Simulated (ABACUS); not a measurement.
Input of an ABACUS 3.10.1 run:

The input INPUT:

```
INPUT_PARAMETERS
suffix              NaCl
calculation         scf
basis_type          lcao
pseudo_dir          ./
orbital_dir         ./
symmetry            1
dft_functional      pbe
ecutwfc             100
pseudo_rcut         10
nspin               1
nbands              18
ks_solver           genelpa
smearing_method     fd
smearing_sigma      0.00367493
scf_thr             1e-07
scf_nmax            100
mixing_type         broyden
mixing_beta         0.7
cal_force           1
cal_stress          1
out_mul             1
out_chg             1
```

Contents of STRU:

```
ATOMIC_SPECIES
Cl 35.4500 Cl.upf
Na 22.9898 Na.upf

NUMERICAL_ORBITAL
Cl_confined-atom_7au_2s2p1d.orb
Na_confined-atom_9au_3s2p1d.orb

LATTICE_CONSTANT
1.8897261246

LATTICE_VECTORS
3.5021900000 0.0000000000 0.0000000000
0.0000000000 3.5021900000 0.0000000000
0.0000000000 0.0000000000 3.5021900000

ATOMIC_POSITIONS
Direct

Cl
0.0
1
0.5000000000 0.5000000000 0.5000000000 1 1 1

Na
0.0
1
0.0000000000 0.0000000000 0.0000000000 1 1 1
```

Contents of KPT:

```
K_POINTS
0
Gamma
7 7 7 0 0 0
```

Potentials or basis: PseudoDojo NC SR 0.5 PBE stringent, DZP LCAO (the cutoffs set its grid).

Run with:

```sh
$ OMP_NUM_THREADS=1 mpirun -np 4 abacus > log
```

Task: What does it give for the Mulliken charges?

Result: Cl -0.71; Na +0.71 e.

Task: What does it give for the pressure?

Result: 0.3 GPa.

Task: Predict the band gap on the k mesh.

Result: 4.05 eV, indirect (least direct gap 4.52 eV).

Caveat: the atomic orbitals were generated for these runs and aren't a published set; an odd mesh through Γ misses points on the zone boundary, where band edges often lie; the basis of atomic orbitals isn't converged, which shifts pressures, moduli and gaps. A hybrid or GW would open this gap; PBE tends to underestimate it.
